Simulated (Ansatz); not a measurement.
**AlN: the band gap up the ladder of functionals**

The task here is to estimate one member of a computed series from the others.

The runs shown are made with Ansatz 0.2.0. PAW datasets, plane waves. (Simulation; spin polarisation is off.)

**The cell**

The cell was relaxed beforehand with r2SCAN.

The symmetry is P6_3mc (No. 186, hexagonal); a = 3.107 Å, c = 4.979 Å in the conventional setting, 10.40 Å³ an atom. Around Al lie 4 N at 1.89–1.90 Å; around N lie 4 Al at 1.89–1.90 Å.

As a file:

```xyz
4
Lattice="3.1067 0.0000 0.0000 -1.5533 2.6905 0.0000 0.0000 0.0000 4.9786" Properties=species:S:1:pos:R:3 pbc="T T T"
Al    0.0000    1.7937   -0.0164
Al    1.5533    0.8968    2.4729
N     0.0000    1.7937    1.8834
N     1.5533    0.8968    4.3727
```

The first run:

The input, input.yaml:

```yaml
crystal:
  lattice:
    - [3.1066937601, 0.0, 0.0]
    - [-1.5533468801, 2.6904757181, 0.0]
    - [0.0, 0.0, 4.9785915499]
  atoms:
    - { symbol: Al, position: [0.3333333333, 0.6666666667, -0.0032954728] }
    - { symbol: Al, position: [0.6666666667, 0.3333333333, 0.4967045272] }
    - { symbol: "N", position: [0.3333333333, 0.6666666667, 0.3782954728] }
    - { symbol: "N", position: [0.6666666667, 0.3333333333, 0.8782954728] }
kpoints:
  mp_grid: { grid: [12, 12, 6] }
  band_path:
    path:
      - [[0.0, 0.0, 0.0], [0.5, 2.068798971869e-17, 8.570695579407e-36], [0.3333333333333, 0.3333333333333, 1.714139115881e-35], [0.0, 0.0, 0.0], [0.0, 2.213842605624e-52, 0.5], [0.5, 2.068798971869e-17, 0.5], [0.3333333333333, 0.3333333333333, 0.5], [0.0, 2.213842605624e-52, 0.5]]
      - [[0.5, 2.068798971869e-17, 0.5], [0.5, 2.068798971869e-17, 8.570695579407e-36]]
      - [[0.3333333333333, 0.3333333333333, 0.5], [0.3333333333333, 0.3333333333333, 1.714139115881e-35]]
    npoints: 10
hamiltonian:
  xc: pbe
scf:
  occupations: { method: fermi_dirac, width: 0.02 }
  n_extra_bands: 5
output:
  forces: true
  stress: true
  eigenvalues: true
  write_density: true
  write_potential: true
  elf: true
  volumetric_format: npy
```

The run is started by

```
$ ansatz run input.yaml --threads 4 --pin off --max-ram 7372MiB --backend cpu --events-out ev --progress --plain --runs-dir out
```

Steps of the session up to this table: PBE band path; r2SCAN at the same geometry; HSE06; PBE0; Single point with LDA; One-shot GW from PBE; Quasiparticle levels, G0W0@PBE; DDH-PBE0; Single point with Hartree-Fock; LC-ωPBE at the same geometry.

One of the session's tables, all rows but one given; the rest of the session is left out.

```
                     level  gap (eV)
                       PBE      4.23
                    r2SCAN      4.88
                     HSE06      5.60
                      PBE0      6.33
                       LDA      4.26
G0W0@PBE (124 empty bands)      5.83
G0W0@PBE (308 empty bands)      5.95
                  DDH-PBE0      6.09
              Hartree-Fock     13.55
                   LC-ωPBE         ?
```

Estimate the missing values for LC-ωPBE.

**Answer.** gap (eV): 11.12. In the column «gap (eV)» it lies between PBE0 (6.33) and Hartree-Fock (13.55).

Meshes: PBE 12×12×6, r2SCAN 12×12×6, HSE06 6×6×4, PBE0 6×6×4, LDA 12×12×6, DDH-PBE0 6×6×4, Hartree-Fock 6×6×4, LC-ωPBE 6×6×4.

Limits of these values: Warnings in the runs' records: stress scf threshold loose, stress exchange threshold loose.
